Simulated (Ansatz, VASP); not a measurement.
**Au in VASP and in Ansatz**

INCAR

```
ALGO = Normal
EDIFF = 1E-7
ENCUT = 520
GGA = PE
ISIF = 2
ISMEAR = 0
LASPH = True
LCHARG = False
LREAL = False
LWAVE = False
NBANDS = 12
NELM = 80
PREC = Accurate
SIGMA = 0.1
```

File KPOINTS:

```
k-points
0
Gamma
  18 18 18
```

File POSCAR:

```
Au
1.0
    0.0000000000      2.0147142314      2.0147142314
    2.0147142314      0.0000000000      2.0147142314
    2.0147142314      2.0147142314      0.0000000000
Au
1
Direct
    0.0000000000      0.0000000000      0.0000000000
```

Input for Ansatz:

```yaml
crystal:
  lattice:
    - [0.0, 2.0147142313, 2.0147142313]
    - [2.0147142313, 0.0, 2.0147142313]
    - [2.0147142313, 2.0147142313, 0.0]
  atoms:
    - { symbol: Au, position: [0.0, 0.0, 0.0] }
basis:
  ecutwfc: 420
kpoints:
  mp_grid: { grid: [18, 18, 18] }
hamiltonian:
  xc: pbe
scf:
  occupations: { method: gaussian, width: 0.1 }
output:
  forces: true
  stress: true
  eigenvalues: true
```

Alike in both runs: task single point; functional PBE; k mesh 18 × 18 × 18; occupations gaussian, width 0.1 eV; no spin polarisation.

|  | VASP | Ansatz |
| --- | --- | --- |
| version | VASP 6.6.1 | Ansatz 0.2.0 |
| potentials or method | VASP PAW PBE potentials, release 64 (Au) | scalar-relativistic, plane waves, PAW |
| plane-wave cutoff (eV) | 520 | 420 |
| valence electrons in the cell | 11 | 19 |

Ansatz gave:

```
gap on the k mesh at the Fermi level (eV) : none
pressure (GPa)                            : 17.5
```

Question: Estimate VASP's values.

Answer: gap on the k mesh at the Fermi level (eV): none; pressure (GPa): 17.1.

A gap of «none» marks a metal or a gap that the smearing closes. With one functional, cell and mesh, what is left measures potentials, basis and numerics. The two sets of potentials don't hold the same shells in valence.

Caveats: so large a pressure means that the cell lies far from this level's equilibrium, or that cutoff or potentials fall short (VASP). The runs have no spin-orbit coupling, so splittings on Au are missing.
